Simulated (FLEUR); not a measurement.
# HfO2 (P4_2/nmc) in FLEUR: notebook

Runs on HfO2. Level: PBE. Tasks: single point.

Everything below comes from runs of FLEUR MaX-R8.1 (later development tree). Logs are shortened: lines on timing, memory, paths and dates and some standing lists are left out, and cuts for length are marked.

### Step 1. Starting point

Symmetry: P4_2/nmc, No. 137, tetragonal system. The conventional cell has a = 3.558 Å, b = 3.558 Å, c = 5.172 Å, α = 90.00°, β = 90.00°, γ = 90.00°. Hf (site symmetry -4m2) is surrounded by 4 O at 2.05 Å. O (site symmetry 2mm) is surrounded by 2 Hf at 2.05 Å.

Measurements of this composition are mostly on another form, of space group No. 14.

### Step 2. Single point, PBE

inp.xml reads:

```xml
<?xml version="1.0" encoding="UTF-8" standalone="no"?>
<fleurInput fleurInputVersion="0.39">
   <comment>
      HfO2                                                                                                
   </comment>
   <calculationSetup>
      <cutoffs Kmax="5.37" Gmax="16.7" GmaxXC="16.7" numbands="0"/>
      <scfLoop itmax="60" minDistance="0.00001" maxIterBroyd="15" imix="Anderson" alpha="0.05" precondParam="0.0" spinf="2.0" sdNocoIR="T"/>
      <coreElectrons ctail="T" frcor="F" kcrel="0" coretail_lmax="0"/>
      <xcFunctional name="pbe" relativisticCorrections="F"/>
      <magnetism jspins="1"/>
      <soc l_soc="F" theta="0.0" phi="0.0" spav="F"/>
      <expertModes spex="0" secvar="F"/>
      <geometryOptimization l_f="T" forcealpha="1.0" forcemix="BFGS" epsdisp="0.0005" epsforce="0.0002"/>
      <ldaU l_linMix="F" mixParam="0.05" spinf="1.0"/>
   </calculationSetup>
   <cell>
      <bzIntegration valenceElectrons="76.0" mode="hist" fermiSmearingEnergy="0.00183747">
         <kPointListSelection listName="default-1"/>
         <!-- k-points included here -->
         <xi:include xmlns:xi="http://www.w3.org/2001/XInclude" href="kpts.xml"> </xi:include>
      </bzIntegration>
      <!-- symmetry operations included here -->
      <xi:include xmlns:xi="http://www.w3.org/2001/XInclude" href="sym.xml"> </xi:include>
      <bulkLattice scale="1.0">
         <bravaisMatrix>
            <row-1>    6.7236820797327885     0.0000000000000000     0.0000000000000000</row-1>
            <row-2>    0.0000000000000000     6.7236820797327885     0.0000000000000000</row-2>
            <row-3>    0.0000000000000000     0.0000000000000000     9.7734012413423663</row-3>
         </bravaisMatrix>
      </bulkLattice>
   </cell>
   <atomSpecies>
[... 13 lines left out ...]
         <lo type="SCLO" l="3" n="4" eDeriv="2"/>
      </species>
      <species name="Oxygen (O)" element="O" atomicNumber="8">
         <mtSphere radius="1.34" gridPoints="453" logIncrement="0.023"/>
         <atomicCutoffs lmax="8" lnonsphr="8"/>
         <electronConfig flipSpins="F">
            <coreConfig>(1s1/2)</coreConfig>
            <valenceConfig>(2s1/2) (2p1/2) (2p3/2)</valenceConfig>
            <stateOccupation state="(2p1/2)" spinUp="0.666667" spinDown="0.666667"/>
            <stateOccupation state="(2p3/2)" spinUp="1.333333" spinDown="1.333333"/>
         </electronConfig>
         <energyParameters s="2" p="2" d="3" f="4"/>
         <lo type="SCLO" l="0" n="2" eDeriv="2"/>
         <lo type="SCLO" l="1" n="2" eDeriv="2"/>
         <lo type="SCLO" l="2" n="3" eDeriv="2"/>
      </species>
   </atomSpecies>
   <atomGroups>
      <atomGroup species="Hafnium (Hf)">
         <relPos label="                   1">-1.000/4.000 -1.000/4.000 -1.000/4.000</relPos>
         <relPos label="                   2">1.000/4.000 1.000/4.000 1.000/4.000</relPos>
         <force calculate="T" relaxXYZ="TTT"/>
      </atomGroup>
      <atomGroup species="Oxygen (O)">
         <relPos label="                   3">-1.000/4.000 1.000/4.000 -.0527921200</relPos>
         <relPos label="                   4">1.000/4.000 -1.000/4.000 .0527921200</relPos>
         <relPos label="                   5">1.000/4.000 -1.000/4.000 -.4472078800</relPos>
         <relPos label="                   6">-1.000/4.000 1.000/4.000 .4472078800</relPos>
         <force calculate="T" relaxXYZ="TTT"/>
      </atomGroup>
   </atomGroups>
   <output dos="F" band="F" slice="F">
      <checks vchk="F" cdinf="F"/>
      <bandDOS minEnergy="-.5*Htr" maxEnergy="0.5*Htr" sigma="0.015" storeEVData="T"/>
      <vacuumDOS vacdos="F" integ="F" star="F" nstars="0" locx1="0.0" locy1="0.0" locx2="0.0" locy2="0.0" nstm="0" tworkf="0.0"/>
      <unfoldingBand unfoldBand="F" supercellX="1" supercellY="1" supercellZ="1"/>
      <plotting iplot="0" polar="F">
         <plot TwoD="T" vec1="  1.0  0.0  0.0" vec2="  0.0  1.0  0.0" vec3="  0.0  0.0  1.0" zero="  0.0  0.0  0.0" file="plot"/>
      </plotting>
      <chargeDensitySlicing numkpt="0" minEigenval="0.0" maxEigenval="0.0" nnne="0" pallst="F"/>
      <specialOutput eonly="F"/>
      <moessbauerParams electricFieldGradient="T" isomerShift="T" coreHyperfine="T" valenceHyperfine="T"/>
      <magneticCircularDichroism mcd="F" energyLo="-10.0" energyUp="0.0"/>
   </output>
  <!-- We include the file relax.xml here to enable relaxations (see documentation) -->
  <xi:include xmlns:xi="http://www.w3.org/2001/XInclude" href="relax.xml"> <xi:fallback/> </xi:include>
</fleurInput>
```

crystal.txt reads:

```
HfO2
&input cartesian=F /
3.5580193300  0.0000000000  0.0000000000
0.0000000000  3.5580193300  0.0000000000
0.0000000000  0.0000000000  5.1718612100
1.8897261246
1.0 1.0 1.0

6
72 0.0000000000  0.0000000000  0.0000000000
72 0.5000000000  0.5000000000  0.5000000000
8 0.0000000000  0.5000000000  0.1972078800
8 0.5000000000  0.0000000000  0.3027921200
8 0.5000000000  0.0000000000  0.8027921200
8 0.0000000000  0.5000000000  0.6972078800

&kpt div1=8 div2=8 div3=5 gamma=T /
```

Potentials or basis: all-electron, FLAPW.

Command:

```
> inpgen -f crystal.txt -profile fastHighL
> # inp.xml edited to the form shown
> mpirun -n 4 fleur_MPI -pe_per_kpt 1
```

The log of the run:

```text
Welcome to FLEUR        (www.flapw.de)
      MaX-Release 8.1          (www.max-centre.eu)

 ========== k-point set info ==========
 Selected k-point list: default-1
 k-point list type: mesh
 8 x 8 x 5
 Number of k points: 45

 ------------Calculation Setup---------------------------
 Number of MPI-tasks      :            4
 Number of PE/node        :            4
 Number of OMP-threads    :            1
 Using exactly            1  PE per kpt
 k-points in parallel     :            4
 pe's per k-point         :            1
 Using exactly            1  PE per kpt
 Using exactly            1  PE per kpt
 Using exactly            1  PE per kpt
 No of k-point loops      :           11
 Info/Warning             : your k-point parallelism is not fully load-balanced
 Eigenvalue solver        :       lapack
 Number of basis functions:         1360
 Approximate size of matrices (H+S) per k-point:         0.028 GB
 --------------------------------------------------------
 Iteration:     1   Distance:      32.36740200 me/bohr^3
 Iteration:     2   Distance:      27.57593118 me/bohr^3
 Iteration:     3   Distance:       9.26632386 me/bohr^3
 Iteration:     4   Distance:       8.95240226 me/bohr^3
 Iteration:     5   Distance:       4.81833551 me/bohr^3
 Iteration:     6   Distance:       1.15970253 me/bohr^3
 Iteration:     7   Distance:       0.72050822 me/bohr^3
 Iteration:     8   Distance:       0.11130245 me/bohr^3
 Iteration:     9   Distance:       0.09386917 me/bohr^3
 Iteration:    10   Distance:       0.02013887 me/bohr^3
 Iteration:    11   Distance:       0.00394680 me/bohr^3
 Iteration:    12   Distance:       0.00235468 me/bohr^3
 Iteration:    13   Distance:       0.00028359 me/bohr^3
 Iteration:    14   Distance:       0.00028480 me/bohr^3
 Iteration:    15   Distance:       0.00004103 me/bohr^3
 Iteration:    16   Distance:       0.00003827 me/bohr^3
 Iteration:    17   Distance:       0.00002395 me/bohr^3
 Iteration:    18   Distance:       0.00000651 me/bohr^3

 Reset of history

 ********************************************************************
 Run finished successfully
 Stop message:
   Structural relaxation: new displacements generated
 ********************************************************************
```

Run time: 3.5 min. Hardware: 4 MPI ranks of Arm Neoverse V2, shared host.

What came out:

| Quantity | Value |
| --- | --- |
| Free energy | -829870.0110 eV |
| Largest force | 0.138 eV/Å |
| Band gap on the k mesh | 4.77 eV, indirect (least direct gap 4.83 eV) |
| Valence electrons inside the program's atomic spheres | Hf 22.74; O 4.34 (radii Hf 2.17, O 1.34 bohr) |

Forces in eV/Å, atoms in the order of the input:
```
Hf   0.000  0.000  0.000
Hf   0.000  0.000  0.000
O    0.000  0.000  0.138
O    0.000  0.000 -0.138
O    0.000  0.000 -0.138
O    0.000  0.000  0.138
```

Levels at points of the mesh, in eV from the valence-band top:
```csv
k point,band 36,band 37,band 38,band 39,band 40,band 41
"(0.00, 0.00, 0.00)",-0.12,-0.06,-0.06,4.77,4.78,6.02
"(0.00, 0.50, 0.00)",-1.40,-0.14,-0.14,5.18,5.18,6.21
"(0.50, 0.50, 0.00)",-0.79,-0.49,-0.49,5.81,5.81,6.20
```

Core levels (eV from the Fermi level):
```
atom                                                                                                                                                                                                          levels
1 Hf  1s1/2 -65194.9, 2s1/2 -11136.7, 2p1/2 -10635.1, 2p3/2 -9443.1, 3s1/2 -2532.2, 3p1/2 -2310.0, 3p3/2 -2054.6, 4s1/2 -504.7, 3d3/2 -1679.0, 3d5/2 -1623.3, 4p1/2 -413.7, 4p3/2 -355.3, 4d3/2 -205.9, 4d5/2 -195.2
2 Hf  1s1/2 -65194.9, 2s1/2 -11136.7, 2p1/2 -10635.1, 2p3/2 -9443.1, 3s1/2 -2532.2, 3p1/2 -2310.0, 3p3/2 -2054.6, 4s1/2 -504.7, 3d3/2 -1679.0, 3d5/2 -1623.3, 4p1/2 -413.7, 4p3/2 -355.3, 4d3/2 -205.9, 4d5/2 -195.2
 3 O                                                                                                                                                                                                    1s1/2 -503.5
 4 O                                                                                                                                                                                                    1s1/2 -503.5
 5 O                                                                                                                                                                                                    1s1/2 -503.5
 6 O                                                                                                                                                                                                    1s1/2 -503.5
```

Caveat: spin-orbit coupling is left out, which moves the levels of the heavy elements; an odd mesh through Γ misses points on the zone boundary, where band edges often lie.

### Step 3. Single point, PBE (atoms moved at random, drawn with an rms of 0.05 Å)

Changes to inp.xml since step 2:

```diff
@@ -34,3 +34,3 @@
       <species name="Hafnium (Hf)" element="Hf" atomicNumber="72">
-         <mtSphere radius="2.17" gridPoints="735" logIncrement="0.018"/>
+         <mtSphere radius="2.17" gridPoints="715" logIncrement="0.018"/>
          <atomicCutoffs lmax="9" lnonsphr="9"/>
@@ -49,3 +49,3 @@
       <species name="Oxygen (O)" element="O" atomicNumber="8">
-         <mtSphere radius="1.34" gridPoints="453" logIncrement="0.023"/>
+         <mtSphere radius="1.34" gridPoints="443" logIncrement="0.024"/>
          <atomicCutoffs lmax="8" lnonsphr="8"/>
@@ -65,4 +65,7 @@
       <atomGroup species="Hafnium (Hf)">
-         <relPos label="                   1">-1.000/4.000 -1.000/4.000 -1.000/4.000</relPos>
-         <relPos label="                   2">1.000/4.000 1.000/4.000 1.000/4.000</relPos>
+         <relPos label="                   1">.0020750000 .0102890000 .0108770000</relPos>
+         <force calculate="T" relaxXYZ="TTT"/>
+      </atomGroup>
+      <atomGroup species="Hafnium (Hf)">
+         <relPos label="                   2">-.4868850000 -.4968990000 .4943820000</relPos>
          <force calculate="T" relaxXYZ="TTT"/>
@@ -70,6 +73,15 @@
       <atomGroup species="Oxygen (O)">
-         <relPos label="                   3">-1.000/4.000 1.000/4.000 -.0527921200</relPos>
-         <relPos label="                   4">1.000/4.000 -1.000/4.000 .0527921200</relPos>
-         <relPos label="                   5">1.000/4.000 -1.000/4.000 -.4472078800</relPos>
-         <relPos label="                   6">-1.000/4.000 1.000/4.000 .4472078800</relPos>
+         <relPos label="                   3">-.0122120000 -.4928490000 .1961360000</relPos>
+         <force calculate="T" relaxXYZ="TTT"/>
+      </atomGroup>
+      <atomGroup species="Oxygen (O)">
+         <relPos label="                   4">-.4979220000 -.0046630000 .2965140000</relPos>
+         <force calculate="T" relaxXYZ="TTT"/>
+      </atomGroup>
+      <atomGroup species="Oxygen (O)">
+         <relPos label="                   5">.4937540000 .0021230000 -.1899670000</relPos>
+         <force calculate="T" relaxXYZ="TTT"/>
+      </atomGroup>
+      <atomGroup species="Oxygen (O)">
+         <relPos label="                   6">-.0032490000 .4955920000 -.3083720000</relPos>
          <force calculate="T" relaxXYZ="TTT"/>
```

crystal.txt reads:

```
HfO2
&input cartesian=F /
3.5580193300  0.0000000000  0.0000000000
0.0000000000  3.5580193300  0.0000000000
0.0000000000  0.0000000000  5.1718612100
1.8897261246
1.0 1.0 1.0

6
72 0.0020750000  0.0102890000  0.0108770000
72 0.5131150000  0.5031010000  0.4943820000
8 -0.0122120000  0.5071510000  0.1961360000
8 0.5020780000  -0.0046630000  0.2965140000
8 0.4937540000  0.0021230000  0.8100330000
8 -0.0032490000  0.4955920000  0.6916280000

&kpt div1=8 div2=8 div3=5 gamma=T /
```

Potentials or basis: all-electron, FLAPW.

Command:

```
> inpgen -f crystal.txt -profile fastHighL
> # inp.xml edited to the form shown
> mpirun -n 4 fleur_MPI -pe_per_kpt 1
```

The log of the run:

```text
Welcome to FLEUR        (www.flapw.de)
      MaX-Release 8.1          (www.max-centre.eu)

 ========== k-point set info ==========
 Selected k-point list: default-1
 k-point list type: mesh
 8 x 8 x 5
 Number of k points: 162

 ------------Calculation Setup---------------------------
 Number of MPI-tasks      :            4
 Number of PE/node        :            4
 Number of OMP-threads    :            1
 Using exactly            1  PE per kpt
 Using exactly            1  PE per kpt
 k-points in parallel     :            4
 pe's per k-point         :            1
 No of k-point loops      :           40
 Info/Warning             : your k-point parallelism is not fully load-balanced
 Using exactly            1  PE per kpt
 Using exactly            1  PE per kpt
 Eigenvalue solver        :       lapack
 Number of basis functions:         1360
 Approximate size of matrices (H+S) per k-point:         0.055 GB
 --------------------------------------------------------
 Iteration:     1   Distance:      32.81140575 me/bohr^3
 Iteration:     2   Distance:      27.98370515 me/bohr^3
 Iteration:     3   Distance:       9.40004269 me/bohr^3
 Iteration:     4   Distance:       9.11607417 me/bohr^3
 Iteration:     5   Distance:       4.92357681 me/bohr^3
 Iteration:     6   Distance:       1.08986870 me/bohr^3
 Iteration:     7   Distance:       0.80537297 me/bohr^3
 Iteration:     8   Distance:       0.33209822 me/bohr^3
 Iteration:     9   Distance:       0.10050466 me/bohr^3
 Iteration:    10   Distance:       0.08372254 me/bohr^3
 Iteration:    11   Distance:       0.01879283 me/bohr^3
 Iteration:    12   Distance:       0.02319270 me/bohr^3
 Iteration:    13   Distance:       0.00664405 me/bohr^3
 Iteration:    14   Distance:       0.00235269 me/bohr^3
 Iteration:    15   Distance:       0.00177622 me/bohr^3
 Iteration:    16   Distance:       0.00162707 me/bohr^3
 Iteration:    17   Distance:       0.00100758 me/bohr^3
 Iteration:    18   Distance:       0.00035068 me/bohr^3
 Iteration:    19   Distance:       0.00010487 me/bohr^3
 Iteration:    20   Distance:       0.00006399 me/bohr^3
 Iteration:    21   Distance:       0.00002943 me/bohr^3
 Iteration:    22   Distance:       0.00001229 me/bohr^3
 Iteration:    23   Distance:       0.00000535 me/bohr^3

 Reset of history

 ********************************************************************
 Run finished successfully
 Stop message:
   Structural relaxation: new displacements generated
 ********************************************************************
```

out.xml (last iteration):

```text
<iteration numberForCurrentRun="   24" overallNumber="   24">
         <energyParameters units="Htr">
            <atomicEP atomType="1" spin="1" branch="6s" branchLowest="-1.71" branchHighest="3.65" value="0.1518699485"/>
[... 261 lines left out ...]
            <forceTotal atomType="4" x="-3.347869" y="-0.031353" z="2.897950" F_x="-0.00550423" F_y="0.01295820" F_z="0.00769932"/>
            <forceTotal atomType="5" x="3.319845" y="0.014274" z="-1.856624" F_x="0.00849417" F_y="-0.00208949" F_z="-0.01019978"/>
            <forceTotal atomType="6" x="-0.021845" y="3.332203" z="-3.013843" F_x="0.00997731" F_y="0.00109473" F_z="0.00360532"/>
         </totalForcesOnRepresentativeAtoms>
      </iteration>
```

Run time: 44 min. Hardware: 4 MPI ranks of Arm Neoverse V2, shared host.

Results:

```
Free energy                                           : -829869.8871 eV
Largest force                                         : 1.607 eV/Å
Band gap on the k mesh                                : 4.57 eV, indirect (least direct gap 4.64 eV)
Valence electrons inside the program's atomic spheres : Hf 22.76, 22.75; O 4.36, 4.35, 4.33 (radii Hf 2.17, O 1.34 bohr)
```

Forces in eV/Å, atoms in the order of the input:
```
Hf  -0.311 -0.120 -1.572
Hf  -0.579 -0.303  1.066
O    0.221 -0.194  0.445
O   -0.283  0.666  0.396
O    0.437 -0.107 -0.524
O    0.513  0.056  0.185
```

Core levels (eV from the Fermi level):
```tsv
atom	levels
1 Hf	1s1/2 -65195.0, 2s1/2 -11136.9, 2p1/2 -10635.2, 2p3/2 -9443.3, 3s1/2 -2532.4, 3p1/2 -2310.2, 3p3/2 -2054.7, 4s1/2 -504.9, 3d3/2 -1679.2, 3d5/2 -1623.5, 4p1/2 -413.9, 4p3/2 -355.4, 4d3/2 -206.0, 4d5/2 -195.3
2 Hf	1s1/2 -65195.1, 2s1/2 -11137.0, 2p1/2 -10635.3, 2p3/2 -9443.4, 3s1/2 -2532.5, 3p1/2 -2310.3, 3p3/2 -2054.8, 4s1/2 -505.0, 3d3/2 -1679.3, 3d5/2 -1623.6, 4p1/2 -414.0, 4p3/2 -355.5, 4d3/2 -206.1, 4d5/2 -195.4
3 O	1s1/2 -503.9
4 O	1s1/2 -503.9
5 O	1s1/2 -503.5
6 O	1s1/2 -503.6
```

Caveat: spin-orbit coupling is left out, which moves the levels of the heavy elements; an odd mesh through Γ misses points on the zone boundary, where band edges often lie.
